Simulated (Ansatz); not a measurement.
# Density of states of Os

```cif
data_structure
_symmetry_space_group_name_H-M 'P 1'
_symmetry_Int_Tables_number 1
_cell_length_a 2.7270
_cell_length_b 2.7270
_cell_length_c 2.7270
_cell_angle_alpha 60.000
_cell_angle_beta 60.000
_cell_angle_gamma 60.000
_cell_volume 14.34
loop_
_atom_site_label
_atom_site_type_symbol
_atom_site_fract_x
_atom_site_fract_y
_atom_site_fract_z
_atom_site_occupancy
Os1 Os 0.00000 0.00000 0.00000 1
```

The runs use the primitive cell with vectors (0.000, 1.928, 1.928), (1.928, 0.000, 1.928), (1.928, 1.928, 0.000) Å, to which the k mesh refers.

The structure comes from a relaxation in the same program, started in the fcc type, and has space group Fm-3m. Whether it is a known phase or the ground state wasn't checked.

Spin–orbit coupling is left out, though it moves levels of the heavy atoms by tenths of an eV or more.

Computed with DFT, PBE, all-electron LAPW, scalar-relativistic (Ansatz 0.2.0).

Sampling and basis: a Γ-centred 17×17×17 k mesh, Fermi–Dirac smearing of 0.05 eV, basis error target 1 meV/atom, no spin polarisation.

Which of the resolved shells contributes most within 0.3 eV of the Fermi level?

Os 5d, with 94 % of all states there; Os 6s follows with 3 %.

Where is the centre of the filled Os 5d states between -14 eV and the top of the filled states?

-3.48 eV from the Fermi level.

Tabulate the density of states.

States per eV and cell, averaged over 0.4 eV, from -10.6 to 6.8 eV, with energies (bin centres) from the Fermi level; empty bins are left out. The partial columns, the largest 3 alone, are projections on Löwdin-orthogonalised atomic shells (those that the program's projection atoms carry: the occupied ones and, for some elements, an empty d or f shell; other empty shells have no column), summed over atoms of an element. Weights on diffuse s and p shells depend on that basis and aren't pure angular character.
```tsv
E (eV)	total	Os 5d	Os 6s	Os 5p
-10.5	0.01	0.00	0.01	0.00
-10.1	0.04	0.00	0.03	0.00
-9.7	0.06	0.00	0.05	0.00
-9.3	0.07	0.00	0.07	0.00
-8.9	0.09	0.00	0.08	0.00
-8.5	0.11	0.01	0.10	0.00
-8.1	0.15	0.02	0.12	0.00
-7.7	0.21	0.05	0.15	0.00
-7.3	0.52	0.28	0.23	0.01
-6.9	0.81	0.54	0.26	0.01
-6.5	1.05	0.80	0.23	0.01
-6.1	1.14	0.97	0.16	0.01
-5.7	1.08	0.97	0.10	0.01
-5.3	0.81	0.75	0.04	0.01
-4.9	0.89	0.85	0.02	0.01
-4.5	1.00	0.94	0.03	0.01
-4.1	0.98	0.92	0.04	0.01
-3.7	1.15	1.05	0.06	0.01
-3.3	1.29	1.15	0.09	0.01
-2.9	1.49	1.33	0.10	0.01
-2.5	1.56	1.43	0.07	0.01
-2.1	1.07	0.95	0.07	0.00
-1.7	0.91	0.81	0.05	0.00
-1.3	0.80	0.72	0.04	0.00
-0.9	1.01	0.93	0.04	0.00
-0.5	1.11	1.03	0.04	0.00
-0.1	0.81	0.76	0.03	0.00
0.3	0.78	0.74	0.02	0.00
0.7	0.75	0.70	0.03	0.00
1.1	0.77	0.73	0.02	0.00
1.5	0.84	0.79	0.02	0.00
1.9	1.17	1.12	0.03	0.00
2.3	1.32	1.26	0.04	0.00
2.7	0.75	0.69	0.04	0.00
3.1	0.37	0.29	0.05	0.00
3.5	0.28	0.17	0.07	0.00
3.9	0.28	0.15	0.08	0.00
4.3	0.29	0.13	0.09	0.00
4.7	0.29	0.11	0.09	0.00
5.1	0.30	0.10	0.11	0.00
5.5	0.29	0.08	0.11	0.00
5.9	0.28	0.06	0.11	0.00
6.3	0.26	0.04	0.11	0.00
6.7	0.25	0.03	0.10	0.00
```
